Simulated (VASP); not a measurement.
# CoSi2 (Fm-3m) in VASP: notebook

The runs below take CoSi2 through elastic constants, equation of state, with PBEsol, PBE+D3(BJ).

Everything below comes from runs of VASP 6.6.1. Logs are shortened: lines on timing, memory, paths and dates and some standing lists are left out, and cuts for length are marked.

## Step 1: Starting point

It takes space group Fm-3m (No. 225, cubic). Conventional cell: a = 5.356 Å, b = 5.356 Å, c = 5.356 Å, α = 90.00°, β = 90.00°, γ = 90.00°. Co (site symmetry m-3m) has 8 Si at 2.32 Å as nearest neighbours. Si (site symmetry -43m) has 4 Co at 2.32 Å as nearest neighbours.

## Step 2: Elastic constants, PBEsol, collinear spin, ferromagnetic start

The input, POSCAR:

```
CoSi2
1.0
    0.0000000000      2.6780000000      2.6780000000
    2.6780000000      0.0000000000      2.6780000000
    2.6780000000      2.6780000000      0.0000000000
Co Si
1 2
Direct
    0.0000000000      0.0000000000      0.0000000000
    0.7500000000      0.7500000000      0.7500000000
    0.2500000000      0.2500000000      0.2500000000
```

The input, INCAR.step1:

```
PREC = Accurate ; ENCUT = 600
EDIFF = 1E-8 ; ISMEAR = 0
SIGMA = 0.02 ; LREAL = F
LASPH = T ; NELM = 100
ALGO = Normal ; ISIF = 3
LWAVE = F ; LCHARG = F
ISPIN = 2 ; MAGMOM = 2 0 0
LORBIT = 11 ; LMAXMIX = 4
GGA = PS ; IBRION = 2
NSW = 40 ; EDIFFG = -0.002
```

The input, INCAR.step2:

```
PREC = Accurate ; ENCUT = 600
EDIFF = 1E-8 ; ISMEAR = 0
SIGMA = 0.02 ; LREAL = F
LASPH = T ; NELM = 100
ALGO = Normal ; ISIF = 3
LWAVE = F ; LCHARG = F
ISPIN = 2 ; MAGMOM = 2 0 0
LORBIT = 11 ; LMAXMIX = 4
GGA = PS ; IBRION = 6
NFREE = 2 ; POTIM = 0.015
NSW = 1
```

The input, KPOINTS:

```
Automatic mesh
0
Gamma
  7 7 7
```

Potentials or basis: VASP PAW PBE potentials, release 64 (Co, Si).

On the command line:

```sh
cat potpaw_PBE.64/Co/POTCAR potpaw_PBE.64/Si/POTCAR > POTCAR
cp INCAR.step1 INCAR
mpirun -np 1 vasp_std > vasp.out
cp CONTCAR POSCAR
cp INCAR.step2 INCAR
mpirun -np 1 vasp_std > vasp.out
```

OUTCAR:

```text
PREC = Accurate
   ENCUT = 600
   EDIFF = 1E-8
   ISMEAR = 0
   LREAL = F
   LASPH = T
   NELM = 100
   ISIF = 3
   ISPIN = 2
   LORBIT = 11
   GGA = PS
   IBRION = 6
   NFREE = 2
   POTIM = 0.015
   NSW = 1

 ion  position               nearest neighbor table
   1  0.000  0.000  0.000-   2 2.30   2 2.30   2 2.30   2 2.30   3 2.30   3 2.30   3 2.30   3 2.30

   2  0.750  0.750  0.750-   1 2.30   1 2.30   1 2.30   1 2.30   3 2.66   3 2.66   3 2.66   3 2.66
                             3 2.66   3 2.66
   3  0.250  0.250  0.250-   1 2.30   1 2.30   1 2.30   1 2.30   2 2.66   2 2.66   2 2.66   2 2.66
                             2 2.66   2 2.66

  LATTYP: Found a face centered cubic cell.
 ALAT       =     5.3137732064

  Lattice vectors:

 A1 = (   0.0000000000,   2.6568866032,   2.6568866032)
 A2 = (   2.6568866032,   0.0000000000,   2.6568866032)
 A3 = (   2.6568866032,   2.6568866032,   0.0000000000)

Analysis of symmetry for initial positions (statically):
=====================================================================
 Subroutine PRICEL returns:
 Original cell was already a primitive cell.

 Routine SETGRP: Setting up the symmetry group for a
 face centered cubic supercell.

 Subroutine GETGRP returns: Found 48 space group operations
 (whereof 48 operations were pure point group operations)
 out of a pool of 48 trial point group operations.

The static configuration has the point symmetry O_h .

Analysis of symmetry for dynamics (positions and initial velocities):
=====================================================================
 Subroutine PRICEL returns:
 Original cell was already a primitive cell.

 Routine SETGRP: Setting up the symmetry group for a
 face centered cubic supercell.

 Subroutine GETGRP returns: Found 48 space group operations
 (whereof 48 operations were pure point group operations)
 out of a pool of 48 trial point group operations.

The dynamic configuration has the point symmetry O_h .

Analysis of structural, dynamic, and magnetic symmetry:
=====================================================================
 Subroutine PRICEL returns:
 Original cell was already a primitive cell.

 Routine SETGRP: Setting up the symmetry group for a
 face centered cubic supercell.

 Subroutine GETGRP returns: Found 48 space group operations
 (whereof 48 operations were pure point group operations)
 out of a pool of 48 trial point group operations.

The overall configuration has the point symmetry O_h .

 Subroutine INISYM returns: Found 48 space group operations
 (whereof 48 operations are pure point group operations),
 and found     1 'primitive' translations

----------------------------------------------------------------------------------------

                                     Primitive cell

  volume of cell :      37.5102

  direct lattice vectors                    reciprocal lattice vectors
     0.000000000  2.656886603  2.656886603    -0.188190192  0.188190192  0.188190192
     2.656886603  0.000000000  2.656886603     0.188190192 -0.188190192  0.188190192
     2.656886603  2.656886603  0.000000000     0.188190192  0.188190192 -0.188190192

  length of vectors
     3.757405068  3.757405068  3.757405068     0.325954974  0.325954974  0.325954974

  position of ions in fractional coordinates (direct lattice)
     0.000000000  0.000000000  0.000000000
     0.750000000  0.750000000  0.750000000
     0.250000000  0.250000000  0.250000000

  ion indices of the primitive-cell ions
   primitive index   ion index
                 1           1
                 2           2
                 3           3

----------------------------------------------------------------------------------------

 KPOINTS: Automatic mesh

Automatic generation of k-mesh.
[... 335 lines left out ...]
      5       8.3242      1.00000
      6       8.3247      1.00000
      7      11.3489      0.00000
      8      13.7170      0.00000
      9      13.7529      0.00000
     10      13.7761      0.00000
     11      13.8357      0.00000
     12      13.8380      0.00000
[... 53 lines left out ...]
  ---------------------------------------------------
  free  energy   TOTEN  =       -20.9864046232 eV

  energy  without entropy=      -20.9857610768  energy(sigma->0) =      -20.98608285

 INTERNAL STRAIN TENSORS FROM STRAINED CELLS
 ============================================

 INTERNAL STRAIN TENSOR FOR ION    1 for displacements in x,y,z  (eV/Angst):
          X           Y           Z          XY          YZ          ZX
  --------------------------------------------------------------------------------
  x     0.00000    -0.00000     0.00000    -0.00000     0.00000    -0.00000
  y    -0.00000     0.00000    -0.00000     0.00000     0.00000     0.00000
  z     0.00000     0.00000     0.00000     0.00000    -0.00000    -0.00000

 INTERNAL STRAIN TENSORS FROM DISPLACED ATOMS
 ============================================

 INTERNAL STRAIN TENSOR FOR ION    1 for displacements in x,y,z  (eV/Angst):
          X           Y           Z          XY          YZ          ZX
  --------------------------------------------------------------------------------
  x     0.00000     0.00000     0.00000     0.00000     0.00000     0.00000
  y     0.00000     0.00000     0.00000     0.00000     0.00000     0.00000
  z     0.00000     0.00000     0.00000     0.00000     0.00000     0.00000

 INTERNAL STRAIN TENSOR FOR ION    3 for displacements in x,y,z  (eV/Angst):
          X           Y           Z          XY          YZ          ZX
  --------------------------------------------------------------------------------
  x    -0.00000    -0.00000    -0.00000     0.00000    -9.44592     0.00000
  y    -0.00000    -0.00000    -0.00000     0.00000     0.00000    -9.44592
  z    -0.00000    -0.00000    -0.00000    -9.44592     0.00000     0.00000

 Eigenvectors and eigenvalues of the dynamical matrix
 ----------------------------------------------------

   1 f  =   10.961250 THz    68.871568 2PiTHz  365.627958 cm-1    45.332069 meV
             X         Y         Z           dx          dy          dz
      0.000000  0.000000  0.000000     0.000000    0.000000    0.000000
      3.985330  3.985330  3.985330    -0.503400   -0.483149   -0.114695
      1.328443  1.328443  1.328443     0.503400    0.483149    0.114695
[... 43 lines left out ...]
   9 f/i=    0.000736 THz     0.004624 2PiTHz    0.024546 cm-1     0.003043 meV
             X         Y         Z           dx          dy          dz
      0.000000  0.000000  0.000000     0.038413   -0.075340   -0.710578
      3.985330  3.985330  3.985330     0.026514   -0.052002   -0.490465
      1.328443  1.328443  1.328443     0.026514   -0.052002   -0.490465

--------------------------------------------------------------------------------------------------------

 ELASTIC MODULI CONTR FROM IONIC RELAXATION (kBar)
 Direction    XX          YY          ZZ          XY          YZ          ZX
 --------------------------------------------------------------------------------
 XX          -0.0000     -0.0000     -0.0000     -0.0000     -0.0000     -0.0000
 YY          -0.0000     -0.0000     -0.0000     -0.0000     -0.0000     -0.0000
 ZZ          -0.0000     -0.0000     -0.0000     -0.0000     -0.0000     -0.0000
 XY          -0.0000     -0.0000     -0.0000   -552.0611      0.0000      0.0000
 YZ          -0.0000     -0.0000     -0.0000      0.0000   -552.0611     -0.0000
 ZX          -0.0000     -0.0000     -0.0000      0.0000     -0.0000   -552.0611
 --------------------------------------------------------------------------------

 TOTAL ELASTIC MODULI (kBar)
 Direction    XX          YY          ZZ          XY          YZ          ZX
 --------------------------------------------------------------------------------
 XX        2507.3310   1682.0541   1682.0541     -0.0000     -0.0000     -0.0000
 YY        1682.0541   2507.3310   1682.0541     -0.0000      0.0000     -0.0000
 ZZ        1682.0541   1682.0541   2507.3310      0.0000     -0.0000     -0.0000
 XY          -0.0000     -0.0000      0.0000    935.4924      0.0000      0.0000
 YZ          -0.0000      0.0000     -0.0000      0.0000    935.4924     -0.0000
 ZX          -0.0000     -0.0000     -0.0000      0.0000     -0.0000    935.4924
 --------------------------------------------------------------------------------

 total charge

# of ion       s       p       d       tot
------------------------------------------
    1        0.556   0.751   7.622   8.929
    2        0.716   0.887   0.000   1.603
    3        0.716   0.887   0.000   1.603
--------------------------------------------------
tot          1.988   2.524   7.622  12.134

 magnetization (x)

# of ion       s       p       d       tot
------------------------------------------
    1       -0.000  -0.000  -0.000  -0.000
    2       -0.000   0.000   0.000   0.000
    3       -0.000   0.000   0.000   0.000
--------------------------------------------------
tot         -0.000  -0.000  -0.000  -0.000
```

It took 9.3 min on 1 thread of Intel Xeon 6975P-C (Granite Rapids), shared host; peak memory 0.33 GiB.

What came out:

```yaml
Relaxed_volume: 12.50 Å³/atom
Relaxed_cell: a = 3.757 Å, b = 3.757 Å, c = 3.757 Å, α = 60.00°, β = 60.00°, γ = 60.00°
Space_group_after_relaxing_to_0.05_Å: Fm-3m (No. 225)
Net_moment: 0.00 μB per cell
Valence_electrons_inside_the_program's_atomic_spheres: Co 8.93; Si 1.60
Elastic_constants_C11_C12_C44: 251, 168, 94 GPa
Voigt_bulk_modulus: 196 GPa
Highest_phonon_frequency_at_Γ_LO-TO_splitting_left_out: 366 cm⁻¹
```

The path:
```tsv
step	energy change (eV)	largest force (eV/Å)	pressure (GPa)	volume (Å³)
1	0.0000	0.0000	-4.38	38.41
2	0.0045	0.0000	5.59	36.50
3	-0.0126	0.0000	-0.02	37.51
```

Final structure:
```
Co Si
1.0
     0.00000    2.65689    2.65689
     2.65689    0.00000    2.65689
     2.65689    2.65689    0.00000
Co Si
1 2
Direct
  0.00000 0.00000 0.00000
  0.75000 0.75000 0.75000
  0.25000 0.25000 0.25000
```

Phonon frequencies in cm⁻¹ (negative: imaginary):
| q point | frequencies |
| --- | --- |
| (0.000, 0.000, 0.000) | 0 0 0 348 348 348 366 366 366 |

Elastic tensor in Voigt notation (GPa, in the Cartesian axes of the cell as first typed):
```
251 168 168   0   0   0
168 251 168   0   0   0
168 168 251   0   0   0
  0   0   0  94   0   0
  0   0   0   0  94   0
  0   0   0   0   0  94
```

Clamped-ion elastic tensor (GPa):
```
251 168 168   0   0   0
168 251 168   0   0   0
168 168 251   0   0   0
  0   0   0 149   0   0
  0   0   0   0 149   0
  0   0   0   0   0 149
```

Caveat: the starting moments collapsed, and a magnetic state may lie lower; the PAW data sets were made with another functional, which shifts forces and pressure a little.

## Step 3: Equation of state, PBE+D3(BJ), collinear spin, ferromagnetic start, 11.92 Å³/atom (a relaxed cell with its volume scaled by 0.96)

The input, INCAR:

```
SYSTEM = CoSi2
ALGO = Fast
EDIFF = 1E-6
ENCUT = 520
GGA = PE
ISIF = 2
ISMEAR = -1
ISPIN = 2
IVDW = 12
LASPH = .TRUE.
LCHARG = .FALSE.
LMAXMIX = 4
LORBIT = 11
LREAL = .FALSE.
LWAVE = .FALSE.
MAGMOM = 2 0 0
NELM = 100
PREC = Accurate
SIGMA = 0.05
```

The input, KPOINTS:

```
k-points
0
G
  8 8 8
  0 0 0
```

The input, POSCAR:

```
CoSi2                                   
1.0
   -0.0000000000      2.6150409186      2.6150409186
    2.6150409186     -0.0000000000      2.6150409186
    2.6150409186      2.6150409186     -0.0000000000
  Co              Si            
     1     2
Direct
     1.0000000000000000    0.0000000000000000    0.0000000000000000
     0.7500000000000000    0.7500000000000000    0.7500000000000000
     0.2500000000000000    0.2500000000000000    0.2500000000000000
```

Potentials or basis: VASP PAW PBE potentials, release 64 (Co, Si).

On the command line:

```sh
cat potpaw_PBE.64/Co/POTCAR potpaw_PBE.64/Si/POTCAR > POTCAR
mpirun -np 1 vasp_std > vasp.out
```

Run time: 30 s. Hardware: 1 thread of Intel Xeon Platinum 8488C (Sapphire Rapids), shared host; peak memory 0.19 GiB.

It converged, with:

| Quantity | Value |
| --- | --- |
| Free energy | -20.6047 eV |
| Pressure | 8.7 GPa |
| Band gap on the k mesh | none (metal or under the smearing width) |
| Net moment | 0.00 μB per cell |
| Valence electrons inside the program's atomic spheres | Co 9.06; Si 1.64 |
| Dispersion energy per atom | -0.476 eV |

Caveat: the starting moments collapsed, and a magnetic state may lie lower; pairwise dispersion overbinds metals, which lowers pressure and volume.

## Step 4: Equation of state, PBE+D3(BJ), collinear spin, ferromagnetic start, 12.17 Å³/atom (a relaxed cell with its volume scaled by 0.98)

INCAR is that of step 3.

KPOINTS is that of step 3.

The input, POSCAR:

```
CoSi2                                   
1.0
   -0.0000000000      2.6330762535      2.6330762535
    2.6330762535     -0.0000000000      2.6330762535
    2.6330762535      2.6330762535     -0.0000000000
  Co              Si            
     1     2
Direct
     1.0000000000000000    0.0000000000000000    0.0000000000000000
     0.7500000000000000    0.7500000000000000    0.7500000000000000
     0.2500000000000000    0.2500000000000000    0.2500000000000000
```

On the command line:

```sh
cat potpaw_PBE.64/Co/POTCAR potpaw_PBE.64/Si/POTCAR > POTCAR
mpirun -np 1 vasp_std > vasp.out
```

Run time: 37 s. Hardware: 1 thread of Intel Xeon Platinum 8488C (Sapphire Rapids), shared host; peak memory 0.19 GiB.

The run converged. Its results:

- Free energy: -20.6346 eV
- Pressure: 4.2 GPa
- Band gap on the k mesh: none (metal or under the smearing width)
- Net moment: 0.00 μB per cell
- Valence electrons inside the program's atomic spheres: Co 9.00; Si 1.62
- Dispersion energy per atom: -0.466 eV

Caveat: the starting moments collapsed, and a magnetic state may lie lower; pairwise dispersion overbinds metals, which lowers pressure and volume.

## Step 5: Equation of state, PBE+D3(BJ), collinear spin, ferromagnetic start, 12.42 Å³/atom

INCAR is that of step 4.

KPOINTS is that of step 4.

The input, POSCAR:

```
CoSi2                                   
1.0
   -0.0000000000      2.6508678490      2.6508678490
    2.6508678490     -0.0000000000      2.6508678490
    2.6508678490      2.6508678490     -0.0000000000
  Co              Si            
     1     2
Direct
     1.0000000000000000    0.0000000000000000    0.0000000000000000
     0.7500000000000000    0.7500000000000000    0.7500000000000000
     0.2500000000000000    0.2500000000000000    0.2500000000000000
```

On the command line:

```sh
cat potpaw_PBE.64/Co/POTCAR potpaw_PBE.64/Si/POTCAR > POTCAR
mpirun -np 1 vasp_std > vasp.out
```

Run time: 29 s. Hardware: 1 thread of Intel Xeon Platinum 8488C (Sapphire Rapids), shared host; peak memory 0.19 GiB.

The run converged. Its results:

```
Free energy                                           : -20.6444 eV
Pressure                                              : 0.0 GPa
Band gap on the k mesh                                : none (metal or under the smearing width)
Net moment                                            : 0.00 μB per cell
Valence electrons inside the program's atomic spheres : Co 8.94; Si 1.61
Dispersion energy per atom                            : -0.456 eV
```

Caveat: the starting moments collapsed, and a magnetic state may lie lower; pairwise dispersion overbinds metals, which lowers pressure and volume.

## Step 6: Equation of state, PBE+D3(BJ), collinear spin, ferromagnetic start, 12.67 Å³/atom (a relaxed cell with its volume scaled by 1.02)

INCAR is that of step 5.

KPOINTS is that of step 5.

The input, POSCAR:

```
CoSi2                                   
1.0
   -0.0000000000      2.6684237768      2.6684237768
    2.6684237768     -0.0000000000      2.6684237768
    2.6684237768      2.6684237768     -0.0000000000
  Co              Si            
     1     2
Direct
     1.0000000000000000    0.0000000000000000    0.0000000000000000
     0.7500000000000000    0.7500000000000000    0.7500000000000000
     0.2500000000000000    0.2500000000000000    0.2500000000000000
```

Potentials or basis: VASP PAW PBE potentials, release 64 (Co, Si).

On the command line:

```sh
cat potpaw_PBE.64/Co/POTCAR potpaw_PBE.64/Si/POTCAR > POTCAR
mpirun -np 1 vasp_std > vasp.out
```

Run time: 35 s. Hardware: 1 thread of Intel Xeon Platinum 8488C (Sapphire Rapids), shared host; peak memory 0.19 GiB.

Results (log left out):

- Free energy: -20.6359 eV
- Pressure: -3.7 GPa
- Band gap on the k mesh: none (metal or under the smearing width)
- Net moment: 0.00 μB per cell
- Valence electrons inside the program's atomic spheres: Co 8.89; Si 1.60
- Dispersion energy per atom: -0.447 eV

Caveat: the starting moments collapsed, and a magnetic state may lie lower; pairwise dispersion overbinds metals, which lowers pressure and volume.

## Step 7: Equation of state, PBE+D3(BJ), collinear spin, ferromagnetic start, 12.92 Å³/atom (a relaxed cell with its volume scaled by 1.04)

INCAR is that of step 6.

KPOINTS is that of step 6.

The input, POSCAR:

```
CoSi2                                   
1.0
   -0.0000000000      2.6857516895      2.6857516895
    2.6857516895     -0.0000000000      2.6857516895
    2.6857516895      2.6857516895     -0.0000000000
  Co              Si            
     1     2
Direct
     1.0000000000000000    0.0000000000000000    0.0000000000000000
     0.7500000000000000    0.7500000000000000    0.7500000000000000
     0.2500000000000000    0.2500000000000000    0.2500000000000000
```

On the command line:

```sh
cat potpaw_PBE.64/Co/POTCAR potpaw_PBE.64/Si/POTCAR > POTCAR
mpirun -np 1 vasp_std > vasp.out
```

It took 38 s on 1 thread of Intel Xeon Platinum 8488C (Sapphire Rapids), shared host; peak memory 0.19 GiB.

The run converged. Its results:

| Quantity | Value |
| --- | --- |
| Free energy | -20.6112 eV |
| Pressure | -7.0 GPa |
| Band gap on the k mesh | none (metal or under the smearing width) |
| Net moment | 0.00 μB per cell |
| Valence electrons inside the program's atomic spheres | Co 8.83; Si 1.58 |
| Dispersion energy per atom | -0.438 eV |

Caveat: the starting moments collapsed, and a magnetic state may lie lower; pairwise dispersion overbinds metals, which lowers pressure and volume.

## Step 8: Equation of state, PBE+D3(BJ), collinear spin, ferromagnetic start

This run uses another cell than the first one, of 12.42 Å³/atom, 0.970 times its volume.

This step only gathers the single runs of the series.

What came out:

```
Equilibrium volume                      : 12.42 Å³/atom
Bulk modulus                            : 195 GPa
Pressure derivative of the bulk modulus : 4.5 (rough: it moves with the points fitted)
```

Energy against volume, from the lowest point:
```tsv
volume (Å³/atom)	energy (meV/atom)
11.922	13.23
12.170	3.23
12.419	0.00
12.667	2.82
12.915	11.05
```
